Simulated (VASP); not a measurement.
# PbS (Cmcm) in VASP: a series of runs, part 2 of 2

VASP 6.6.1. Earlier steps stand in the parts before.

### Step 4. Relaxation of cell and atoms, TPSS

Contents of INCAR:

```
SYSTEM = PbS
ALGO     = Normal         ! electronic algorithm
EDIFF    = 1E-6           ! SCF threshold, eV
EDIFFG   = -0.005         ! ionic threshold
ENCUT    = 600            ! plane-wave cutoff, eV
IBRION   = 2              ! ionic algorithm
ISIF     = 3              ! what is computed and relaxed
ISMEAR   = 0              ! smearing method
LASPH    = .TRUE.         ! aspherical terms in the spheres
LCHARG   = .FALSE.        ! write CHGCAR
LMIXTAU  = .TRUE.       
LREAL    = .FALSE.        ! projectors in reciprocal space
LWAVE    = .FALSE.        ! write WAVECAR
METAGGA  = TPSS           ! meta-GGA
NELM     = 80             ! most SCF steps
NSW      = 40             ! ionic steps
PREC     = Accurate       ! precision mode
SIGMA    = 0.05           ! smearing width, eV
```

Contents of KPOINTS:

```
k-points
0
G
  5 5 5
  0 0 0
```

Contents of POSCAR:

```
PbS
1.0
    2.0799526950     -5.9912968650      0.0000000000
    2.0799526950      5.9912968650      0.0000000000
    0.0000000000      0.0000000000      4.2793209400
Pb S
2 2
Direct
    0.1305633500      0.8694366500      0.2500000000
    0.8694366500      0.1305633500      0.7500000000
    0.3547970900      0.6452029100      0.2500000000
    0.6452029100      0.3547970900      0.7500000000
```

Potentials or basis: VASP PAW PBE potentials, release 64 (Pb_d, S).

Command:

```bash
$ cat potpaw_PBE.64/Pb_d/POTCAR potpaw_PBE.64/S/POTCAR > POTCAR
$ mpirun -np 1 vasp_std > vasp.out
```

OUTCAR:

```text
SYSTEM = PbS
   EDIFF = 1E-6
   EDIFFG = -0.005
   ENCUT = 600
   IBRION = 2
   ISIF = 3
   ISMEAR = 0
   LASPH = .TRUE.
   LREAL = .FALSE.
   METAGGA = TPSS
   NELM = 80
   NSW = 40
   PREC = Accurate

 ion  position               nearest neighbor table
   1  0.131  0.869  0.250-   3 2.69   4 2.99   4 2.99   4 2.99   4 2.99   2 3.79   2 3.79   2 4.13
                             2 4.13   2 4.13   2 4.13
   2  0.869  0.131  0.750-   4 2.69   3 2.99   3 2.99   3 2.99   3 2.99   1 3.79   1 3.79   1 4.13
                             1 4.13   1 4.13   1 4.13
   3  0.355  0.645  0.250-   1 2.69   2 2.99   2 2.99   2 2.99   2 2.99
   4  0.645  0.355  0.750-   2 2.69   1 2.99   1 2.99   1 2.99   1 2.99

  LATTYP: Found a base centered orthorhombic cell.
 ALAT       =     4.1599053900
 B/A-ratio  =     2.8804966956
 C/A-ratio  =     1.0287063139

  Lattice vectors:

 A1 = (   2.0799526950,  -5.9912968650,   0.0000000000)
 A2 = (   2.0799526950,   5.9912968650,   0.0000000000)
 A3 = (   0.0000000000,   0.0000000000,   4.2793209400)

Analysis of symmetry for initial positions (statically):
=====================================================================
 Subroutine PRICEL returns:
 Original cell was already a primitive cell.

 Routine SETGRP: Setting up the symmetry group for a
 base centered orthorhombic supercell.

 Subroutine GETGRP returns: Found  8 space group operations
 (whereof  4 operations were pure point group operations)
 out of a pool of  8 trial point group operations.

The static configuration has the point symmetry C_2h.
 The point group associated with its full space group is D_2h.

Analysis of symmetry for dynamics (positions and initial velocities):
=====================================================================
 Subroutine PRICEL returns:
 Original cell was already a primitive cell.

 Routine SETGRP: Setting up the symmetry group for a
 base centered orthorhombic supercell.

 Subroutine GETGRP returns: Found  8 space group operations
 (whereof  4 operations were pure point group operations)
 out of a pool of  8 trial point group operations.

The dynamic configuration has the point symmetry C_2h.
 The point group associated with its full space group is D_2h.

 Subroutine INISYM returns: Found  8 space group operations
 (whereof  4 operations are pure point group operations),
 and found     1 'primitive' translations

----------------------------------------------------------------------------------------

                                     Primitive cell

  volume of cell :     106.6545

  direct lattice vectors                    reciprocal lattice vectors
     2.079952695 -5.991296865  0.000000000     0.240390083 -0.083454386  0.000000000
     2.079952695  5.991296865  0.000000000     0.240390083  0.083454386  0.000000000
     0.000000000  0.000000000  4.279320940     0.000000000  0.000000000  0.233681936

  length of vectors
     6.342069168  6.342069168  4.279320940     0.254464195  0.254464195  0.233681936

  position of ions in fractional coordinates (direct lattice)
     0.130563350  0.869436650  0.250000000
     0.869436650  0.130563350  0.750000000
     0.354797090  0.645202910  0.250000000
     0.645202910  0.354797090  0.750000000

  ion indices of the primitive-cell ions
   primitive index   ion index
                 1           1
                 2           2
                 3           3
                 4           4

[... 63 lines left out ...]
   ISTART =      0    job   : 0-new  1-cont  2-samecut
   ICHARG =      2    charge: 1-file 2-atom 10-const
   ISPIN  =      1    spin polarized calculation?
   LNONCOLLINEAR =      F non collinear calculations
   LSORBIT =      F    spin-orbit coupling
   LASPH  =      T    aspherical Exc in radial PAW
   ENCUT  =  600.0 eV  44.10 Ry    6.64 a.u.  12.67 12.67  8.55*2*pi/ulx,y,z
   NELM   =     80;   NELMIN=  2; NELMDL= -5     # of ELM steps
   EDIFF  = 0.1E-05   stopping-criterion for ELM
   LREAL  =      F    real-space projection
   EDIFFG = -.5E-02   stopping-criterion for IOM
   NSW    =     40    number of steps for IOM
   IBRION =      2    ionic relax: 0-MD 1-quasi-New 2-CG
   NFREE  =      1    steps in history (QN), initial steepest desc. (CG)
   ISIF   =      3    stress and relaxation
   ISYM   =      2    0-nonsym 1-usesym 2-fastsym
   POTIM  = 0.5000    time-step for ionic-motion
   TEBEG  =    0.0;   TEEND  =   0.0 temperature during run
   PSTRESS=    0.0 pullay stress
   NELECT =      40.0000    total number of electrons
   NUPDOWN=      -1.0000    fix difference up-down
   EMIN   =  10.00;   EMAX   =-10.00  energy-range for DOS
   EFERMI =   0.00;   METHOD = LEGACY
   ISMEAR =     0;   SIGMA  =   0.05  broadening in eV -4-tet -1-fermi 0-gaus
   EFERMI_NEDOS =   21; number of points for ismear=-14 and -15
   IALGO  =     38    algorithm
   IMIX   =      4    mixing-type and parameters
     AMIX     =   0.40;   BMIX     =  1.00
     AMIX_MAG =   1.60;   BMIX_MAG =  1.00
  volume/ion in A,a.u.               =      26.66       179.94
  Fermi-wavevector in a.u.,A,eV,Ry     =   1.180597  2.231005 18.963935  1.393810
  Thomas-Fermi vector in A             =   2.316887
   LORBIT       =      0    0 simple, 1 ext, 2 COOP (PROOUT), +10 PAW based schemes
   METAGGA = TPSS    functional components
   LHFCALC =     F    Hartree Fock is set to
   AEXX    =    0.0000 exact exchange contribution
   IVDW    =     0    specifies the selected vdW correction
   LEPSILON=     F    determine dielectric tensor
   LRPA    =     F    only Hartree local field effects (RPA)
 conjugate gradient relaxation of ions
 non-spin polarized calculation
 Gauss-broadening in eV      SIGMA  =   0.05
  energy-cutoff  :      600.00
  volume of cell :      106.65
 maximum number of plane-waves:      3579
 NGX is ok and might be reduce to    54
   NGX = 25   NGY = 25   NGZ = 17

--------------------------------------- Ionic step        1  -------------------------------------------

 number of electron      40.0000001 magnetization

 Free energy of the ion-electron system (eV)
  ---------------------------------------------------
  ext. energy  EPLUGINS =         0.00000000
  ---------------------------------------------------
  free energy    TOTEN  =       -26.58239443 eV

  energy without entropy =      -26.58239443  energy(sigma->0) =      -26.58239443

------------------------ aborting loop because EDIFF is reached ----------------------------------------

  FORCE on cell =-STRESS in cart. coord.  units (eV):
  Direction    XX          YY          ZZ          XY          YZ          ZX
  --------------------------------------------------------------------------------------
  -------------------------------------------------------------------------------------
  Total        0.2215635      0.3780092      0.2416270      0.0000000     -0.0000000      0.0000000
  in kB        3.3283546      5.6785019      3.6297518      0.0000000     -0.0000000      0.0000000
  external PRESSURE =       4.2122028 kB  Pullay stress =       0.0000000 kB
[... 95 lines left out ...]
  FREE ENERGIE OF THE ION-ELECTRON SYSTEM (eV)
  ---------------------------------------------------
  free  energy   TOTEN  =       -26.5854777565 eV

  energy  without entropy=      -26.5854777565  energy(sigma->0) =      -26.58547776

 E-fermi :   5.4087     XC(G=0): -10.0352

 val. band max:        5.1529422774   @ k =  -0.4000   0.4000   0.4000
 cond. band min:       6.3295224116   @ k =   0.2000   0.2000   0.0000
 fundamental gap:      1.1765801341
 Fermi energy:         5.4086532795

 k-point     1 :       0.0000    0.0000    0.0000
  band No.  band energies     occupation
      1     -11.3849      2.00000
      2     -11.2865      2.00000
      3     -11.2858      2.00000
      4     -11.2622      2.00000
      5     -11.2214      2.00000
      6     -11.2196      2.00000
[... 637 lines left out ...]
     23       8.8519      0.00000
     24       9.4636      0.00000

 [... further k-points ...]

[... ionic steps 4 to 16 ...]

--------------------------------------- Ionic step       17  -------------------------------------------

 number of electron      40.0000001 magnetization

------------------------ aborting loop because EDIFF is reached ----------------------------------------
[... 71 lines left out ...]
--------------------------------------- Ionic step       19  -------------------------------------------

 number of electron      40.0000001 magnetization

 Free energy of the ion-electron system (eV)
  ---------------------------------------------------
  ext. energy  EPLUGINS =         0.00000000
  ---------------------------------------------------
  free energy    TOTEN  =       -26.59357904 eV

  energy without entropy =      -26.59357904  energy(sigma->0) =      -26.59357904

 E-fermi :   5.2775     XC(G=0):  -9.9918

 val. band max:        5.0367276543   @ k =  -0.4000   0.4000   0.4000
 cond. band min:       6.2149494047   @ k =   0.2000   0.2000   0.0000
 fundamental gap:      1.1782217505
 Fermi energy:         5.2774561390

 k-point     1 :       0.0000    0.0000    0.0000
  band No.  band energies     occupation
      1     -11.4765      2.00000
      2     -11.3806      2.00000
      3     -11.3785      2.00000
      4     -11.3607      2.00000
      5     -11.3196      2.00000
      6     -11.3170      2.00000
[... 670 lines left out ...]
  FREE ENERGIE OF THE ION-ELECTRON SYSTEM (eV)
  ---------------------------------------------------
  free  energy   TOTEN  =       -26.5935790403 eV

  energy  without entropy=      -26.5935790403  energy(sigma->0) =      -26.59357904

 reached required accuracy - stopping structural energy minimisation
```

Run time: 45 min. Hardware: 1 thread of Intel Xeon 6975P-C (Granite Rapids), shared host; peak memory 0.38 GiB.

What came out:

* Free energy: -26.5936 eV
* Relaxed volume: 26.23 Å³/atom
* Relaxed cell: a = 6.227 Å, b = 6.227 Å, c = 4.312 Å, α = 90.00°, β = 90.00°, γ = 141.13°
* Space group after relaxing (to 0.05 Å): Cmcm (No. 63)
* Energy gained by relaxing: 2.8 meV/atom
* Ionic steps: 19
* Pressure after relaxing: 0.0 GPa
* Band gap on the k mesh: 1.18 eV, indirect (least direct gap 1.25 eV)

The path:
```
step  energy change (eV)  largest force (eV/Å)  pressure (GPa)  volume (Å³)
   1              0.0000                0.1803            0.42       106.65
   2             -0.0029                0.0308           -0.37       107.74
   3             -0.0031                0.0613           -0.23       107.52
   4             -0.0045                0.0510           -0.17       107.16
   5             -0.0076                0.0187           -0.01       106.10
   6             -0.0071                0.0512            0.41       103.99
   7             -0.0086                0.0101            0.15       105.20
   8             -0.0097                0.0125            0.11       105.09
   9             -0.0108                0.0209            0.01       104.84
  10             -0.0108                0.0186            0.01       104.85
  11             -0.0108                0.0201            0.01       104.87
  12             -0.0110                0.0149           -0.01       104.94
  13             -0.0111                0.0104           -0.06       105.07
  14             -0.0111                0.0112           -0.04       105.02
  15             -0.0111                0.0133            0.03       104.89
  16             -0.0111                0.0139            0.03       104.88
  17             -0.0112                0.0089            0.02       104.89
  18             -0.0112                0.0047           -0.01       104.93
  19             -0.0112                0.0018            0.01       104.92
```

Final structure:
```xyz
4
Lattice="2.0719 -5.8726 0.0000 2.0719 5.8726 0.0000 0.0000 0.0000 4.3116" Properties=species:S:1:pos:R:3 pbc="T T T"
Pb    2.0719    4.3788    1.0779
Pb    2.0719   -4.3788    3.2337
S     2.0719    1.6577    1.0779
S     2.0719   -1.6577    3.2337
```

Caveat: the PAW data sets were made with another functional, which shifts forces and pressure a little; spin-orbit coupling is left out, which as a rule narrows the gap of such compounds by several tenths of an eV; an odd mesh through Γ misses points on the zone boundary, where band edges often lie.

### Step 5. Relaxation of cell and atoms, r2SCAN+rVV10

Contents of INCAR:

```
PREC = Accurate
ENCUT = 600
EDIFF = 1E-6
ISMEAR = 0
SIGMA = 0.05
LREAL = F
LASPH = T
NELM = 100
ALGO = Normal
ISIF = 3
LWAVE = F
LCHARG = F
METAGGA = R2SCAN
LMIXTAU = T
LUSE_VDW = T
IVDW_NL = 2
BPARAM = 11.95
CPARAM = 0.0093
IBRION = 2
NSW = 40
EDIFFG = -0.01
```

Contents of KPOINTS:

```
regular mesh
0
Gamma
  5 5 5
```

POSCAR is that of step 4.

Command:

```bash
$ cat potpaw_PBE.64/Pb_d/POTCAR potpaw_PBE.64/S/POTCAR > POTCAR
$ mpirun -np 1 vasp_std > vasp.out
```

Wall time 40 min (1 thread of Intel Xeon 6975P-C (Granite Rapids), shared host); peak memory 0.75 GiB.

Results (log left out):

```
Free energy                            : -130.1269 eV
Relaxed volume                         : 25.90 Å³/atom
Relaxed cell                           : a = 6.232 Å, b = 6.232 Å, c = 4.263 Å, α = 90.00°, β = 90.00°, γ = 141.26°
Space group after relaxing (to 0.05 Å) : Cmcm (No. 63)
Energy gained by relaxing              : 2.4 meV/atom
Ionic steps                            : 10
Pressure after relaxing                : 0.0 GPa
Largest force after relaxing           : 0.006 eV/Å
Band gap on the k mesh                 : 1.46 eV, indirect (least direct gap 1.60 eV)
```

Forces on the atoms (eV/Å):
```
Pb   0.000 -0.006  0.000
Pb   0.000  0.006  0.000
S    0.000 -0.003  0.000
S    0.000  0.003  0.000
```

Step by step:
| step | energy change (eV) | largest force (eV/Å) | pressure (GPa) | volume (Å³) |
| --- | --- | --- | --- | --- |
| 1 | 0.0000 | 0.0252 | -0.83 | 106.65 |
| 2 | -0.0041 | 0.1546 | 0.30 | 104.53 |
| 3 | -0.0045 | 0.1259 | 0.03 | 105.00 |
| 4 | -0.0061 | 0.0964 | 0.04 | 104.72 |
| 5 | -0.0086 | 0.0114 | 0.08 | 103.88 |
| 6 | -0.0096 | 0.0120 | -0.09 | 103.92 |
| 7 | -0.0096 | 0.0104 | -0.08 | 103.92 |
| 8 | -0.0097 | 0.0194 | 0.05 | 103.64 |
| 9 | -0.0097 | 0.0189 | 0.04 | 103.66 |
| 10 | -0.0098 | 0.0059 | 0.01 | 103.62 |

Final structure:
```cif
data_structure
_symmetry_space_group_name_H-M 'P 1'
_symmetry_Int_Tables_number 1
_cell_length_a 6.2325
_cell_length_b 6.2325
_cell_length_c 4.2627
_cell_angle_alpha 90.000
_cell_angle_beta 90.000
_cell_angle_gamma 141.259
_cell_volume 103.62
loop_
_atom_site_label
_atom_site_type_symbol
_atom_site_fract_x
_atom_site_fract_y
_atom_site_fract_z
_atom_site_occupancy
Pb1 Pb 0.12775 0.87225 0.25000 1
Pb2 Pb 0.87225 0.12775 0.75000 1
S1 S 0.35610 0.64390 0.25000 1
S2 S 0.64390 0.35610 0.75000 1
```

Levels at points of the mesh, in eV from the valence-band top:
```csv
k point,band 18,band 19,band 20,band 21,band 22,band 23
"(0.00, 0.00, 0.00)",-1.84,-1.61,-0.60,5.02,5.03,5.24
```

Caveat: the PAW data sets were made with another functional, which shifts forces and pressure a little; spin-orbit coupling is left out, which as a rule narrows the gap of such compounds by several tenths of an eV; an odd mesh through Γ misses points on the zone boundary, where band edges often lie.

### Step 6. Overview

```csv
task,level,cell,k mesh,cutoff (eV),smearing,gap on the mesh (eV),pressure (GPa),relaxed volume (Å³/atom),largest force (eV/Å)
single point,PBE,as given,7 × 7 × 6,520,gaussian 0.019 eV,1.25,1.0,-,0.10
relaxation of cell and atoms,r2SCAN,relaxed,5 × 5 × 5,600,gaussian 0.05 eV,1.52,0.0,26.67,0.01
relaxation of cell and atoms,TPSS,relaxed,5 × 5 × 5,600,gaussian 0.05 eV,1.18,0.0,26.23,-
relaxation of cell and atoms,r2SCAN+rVV10,relaxed,5 × 5 × 5,600,gaussian 0.05 eV,1.46,0.0,25.90,0.01
```

Alike in all rows: potentials or basis VASP PAW PBE potentials, release 64 (Pb_d, S); no spin polarisation.

Caveats: spin-orbit coupling is left out, which as a rule narrows the gap of such compounds by several tenths of an eV; an odd mesh through Γ misses points on the zone boundary, where band edges often lie; the PAW data sets were made with another functional, which shifts forces and pressure a little (some runs).

Absolute energies hang on the potentials; compare differences alone.
